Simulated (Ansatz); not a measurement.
## 33S NMR of the central transition in ZnS

Cell: a Materials Project structure (computed, not necessarily an observed phase), atoms as given.

```xyz
16
Lattice="3.8063 0.0000 0.0000 -1.9032 3.2964 0.0000 0.0000 0.0000 24.9110" Properties=species:S:1:pos:R:3 pbc="T T T"
Zn    0.0000    2.1976    3.1100
Zn    0.0000    0.0000    0.0063
Zn    1.9032    1.0988   15.5646
Zn    1.9032    1.0988   21.8035
Zn    0.0000    0.0000   18.6835
Zn    0.0000    2.1976    9.3485
Zn    0.0000    0.0000   12.4545
Zn    1.9032    1.0988    6.2270
S     1.9032    1.0988    8.5666
S     1.9032    1.0988   24.1401
S     0.0000    2.1976    5.4427
S     0.0000    0.0000   14.7855
S     0.0000    0.0000    2.3364
S     0.0000    0.0000   21.0199
S     0.0000    2.1976   11.6802
S     1.9032    1.0988   17.9008
```

Sites (sets of like atoms) are named by element and the number of their first atom in this list.

Method: Kohn–Sham DFT in Ansatz, r2SCAN, plane waves and PAW, scalar-relativistic, 500 eV cutoff, Γ-centred 8×8×2 k-points, Fermi–Dirac smearing 0.02 eV.

33S has I = 3/2 and Q = -69.40 mb (Pyykkö 2018); at 11.7 T its Larmor frequency is ν₀ = 38.3 MHz. Only the quadrupole interaction is simulated: positions count from each site's isotropic chemical shift, and J coupling is left out, as are shift anisotropy and dipolar coupling, which fast spinning averages.

(1) Simulate the second-order pattern (fast magic-angle spinning, Gaussian broadening 0.006 kHz) of site S14 (4 Zn at 2.33–2.34 Å).

Answers

(1) The calculation gives C_Q = -0.485 MHz and η = 0.00, so ν_Q = 0.242 MHz and the centre of gravity lies at -4.01 ppm (-0.153 kHz).

(offset (kHz), height): (-0.3968, 0), (-0.3811, 4), (-0.3655, 7), (-0.3498, 6), (-0.3342, 7), (-0.3185, 7), (-0.3028, 7), (-0.2872, 7), (-0.2715, 8), (-0.2559, 8), (-0.2402, 87), (-0.2246, 74), (-0.2089, 55), (-0.1933, 49), (-0.1776, 46), (-0.1619, 45), (-0.1463, 45), (-0.1306, 47), (-0.1150, 49), (-0.0993, 55), (-0.0837, 67), (-0.0680, 100), (-0.0524, 95), (-0.0367, 0)

An axis of threefold or higher order runs through S14, so V_zz lies along it and η is zero.
